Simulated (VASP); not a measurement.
An input for Quantum ESPRESSO's pw.x (written as the equivalent of a VASP run, and not itself run):

```
&CONTROL
  calculation = 'vc-relax'
  pseudo_dir = './pseudo'
  outdir = './out'
  tprnfor = .true.
  tstress = .true.
  nstep = 60
  forc_conv_thr = 0.00078
/
&SYSTEM
  ibrav = 0
  nat = 5
  ntyp = 3
  ecutwfc = 70
  occupations = 'smearing'
  smearing = 'gaussian'
  degauss = 0.003675
  input_dft = 'pbe'
/
&ELECTRONS
  conv_thr = 7.3e-08
  electron_maxstep = 100
/
&IONS
/
&CELL
/
ATOMIC_SPECIES
  Cs 132.905 Cs.upf
  Pb 207.200 Pb.upf
  I 126.904 I.upf
CELL_PARAMETERS angstrom
     6.3409890    0.0000000   -0.0000000
     0.0000000    6.3409890   -0.0000000
    -0.0000000    0.0000000    6.3409890
ATOMIC_POSITIONS crystal
  Cs   0.0000000  0.0000000  0.0000000
  Pb   0.5000000  0.5000000  0.5000000
  I    0.5000000  0.0000000  0.5000000
  I    0.0000000  0.5000000  0.5000000
  I    0.5000000  0.5000000  0.0000000
K_POINTS automatic
  3 3 3 0 0 0
```

**Question.** Translate this input to VASP (INCAR, KPOINTS, POSCAR, choice of POTCAR).

**Answer.** Several could match; the one computed here: 
**POSCAR**
```
CsPbI3
1
    6.3409889765     0.0000000000    -0.0000000000
    0.0000000000     6.3409889765    -0.0000000000
   -0.0000000000     0.0000000000     6.3409889765
Cs Pb I
1 1 3
Direct
  0.0000000000   0.0000000000   0.0000000000
  0.5000000000   0.5000000000   0.5000000000
  0.5000000000   0.0000000000   0.5000000000
  0.0000000000   0.5000000000   0.5000000000
  0.5000000000   0.5000000000   0.0000000000
```

**KPOINTS**
```
Automatic mesh
0
Gamma
3 3 3
0 0 0
```

INCAR:
```
ALGO=Normal
EDIFF=1E-6
EDIFFG=-0.02
ENCUT=520
GGA=PE
IBRION=2
ISIF=3
ISMEAR=0
LASPH=.TRUE.
LCHARG=.FALSE.
LMAXMIX=4
LREAL=.FALSE.
LWAVE=.FALSE.
NELM=100
NSW=60
PREC=Accurate
SIGMA=0.05
SYSTEM=CsPbI3
```

POTCAR, in this order: Cs_sv Pb_d I (PBE.64 set). Program: vasp_std.

What does not carry over: the potentials are each code's own (VASP's PAW set, PseudoDojo norm-conserving files in pw.x), so ENCUT and ecutwfc are chosen apart and not converted; conv_thr bounds pw.x's estimated SCF error, while EDIFF bounds the energy change between steps; forc_conv_thr acts on force components and is met together with etot_conv_thr.

The compound is CsPbI3 in the cubic perovskite structure, the ideal cubic form; the compound distorts at low or room temperature. This run relaxes it. Symmetry was kept, so distortions that lower it aren't found. The start is the result of an earlier pass.
